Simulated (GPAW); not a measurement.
Crystal: MgB2.

```
CELL_PARAMETERS angstrom
3.08500 0.00000 0.00000
-1.54250 2.67169 0.00000
0.00000 0.00000 3.52300
ATOMIC_POSITIONS crystal
Mg 0.00000 0.00000 0.00000
B 0.66667 0.33333 0.50000
B 0.33333 0.66667 0.50000
```

| Quantity | Value |
| --- | --- |
| Program | GPAW 26.7.0 |
| Task | relaxation of cell and atoms |
| Functional | BLYP |
| Dispersion | D3 |
| Potentials or basis | PAW data sets generated in the run's folder for this functional |
| Cutoff | 800 eV |
| Basis | pw |
| k mesh | 7 × 7 × 5 |
| Occupations | fermi-dirac, width 0.05 eV |
| Spin | no spin polarisation |

At the start: pressure -7.0 GPa; volume 9.68 Å³/atom.

Where does the relaxation end?

Over 6 steps the energy falls by 10.0 meV/atom and the volume is 9.23 Å³/atom (-4.6 %); space group P6/mmm (No. 191, to 0.05 Å).

Step by step:
```csv
step,energy change (eV),largest force (eV/Å),pressure (GPa),volume (Å³)
1,0.0000,0.0000,-6.98,29.04
2,-0.0071,0.0000,-6.19,28.86
3,-0.0296,0.0000,0.19,27.63
4,-0.0298,0.0000,-0.11,27.68
5,-0.0299,0.0000,-0.26,27.70
6,-0.0301,0.0000,-0.35,27.69
```

Final structure:
```
Mg B
1.0
     3.03602    0.00000    0.00000
    -1.51801    2.62927    0.00000
     0.00000    0.00000    3.46936
Mg B
1 2
Direct
  0.00000 0.00000 0.00000
  0.66667 0.33333 0.50000
  0.33333 0.66667 0.50000
```

Caveat: later steps reuse the first step's grids; pairwise dispersion overbinds metals, which lowers pressure and volume.
